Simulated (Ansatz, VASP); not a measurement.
## GaN: VASP beside Ansatz

File INCAR:

```
SYSTEM = GaN
PREC = Accurate ; ENCUT = 520
EDIFF = 1E-7 ; ISMEAR = 0
SIGMA = 0.05 ; LREAL = .False.
LASPH = .True. ; NELM = 100
ALGO = Normal ; ISIF = 2
LWAVE = .False. ; LCHARG = .False.
GGA = PE ; NBANDS = 16
```

Contents of KPOINTS:

```
Automatic mesh
0
Gamma
  14 14 14
  0 0 0
```

File POSCAR:

```
GaN
1.0
    0.0000000000      2.1672635250      2.1992920500
    2.1672635250      0.0000000000      2.1992920500
    2.1672635250      2.1672635250      0.0000000000
Ga N
1 1
Direct
    0.0000000000      0.0000000000      0.0000000000
    0.5000000000      0.5000000000      0.5000000000
```

Input for Ansatz:

```yaml
crystal:
  lattice:
    - [0.0, 2.167263525, 2.19929205]
    - [2.167263525, 0.0, 2.19929205]
    - [2.167263525, 2.167263525, 0.0]
  atoms:
    - { symbol: Ga, position: [0.0, 0.0, 0.0] }
    - { symbol: "N", position: [0.5, 0.5, 0.5] }
basis:
  ecutwfc: 420
kpoints:
  mp_grid: { grid: [14, 14, 14] }
hamiltonian:
  xc: pbe
scf:
  occupations: { method: gaussian, width: 0.05 }
output:
  forces: true
  stress: true
  eigenvalues: true
```

Change from the starting cell: strain +0.015 along x and y, +0.030 along z, atoms carried along.

Alike in both runs: task single point; functional PBE; k mesh 14 × 14 × 14; occupations gaussian, width 0.05 eV; no spin polarisation.

|  | VASP | Ansatz |
| --- | --- | --- |
| version | VASP 6.6.1 | Ansatz 0.2.0 |
| potentials or method | VASP PAW PBE potentials, release 64 (Ga_d, N) | scalar-relativistic, plane waves, PAW |
| plane-wave cutoff (eV) | 520 | 420 |
| valence electrons in the cell | 18 | 18 |

```csv
,VASP,Ansatz,Ansatz less VASP
gap on the k mesh at the Fermi level (eV),none,none,-
pressure (GPa),-10.3,-11.0,-0.64
largest component of the traceless stress (GPa),0.93,0.89,-0.037
```

A gap of «none» marks a metal or a gap that the smearing closes. With one functional, cell and mesh, what is left measures potentials, basis and numerics.
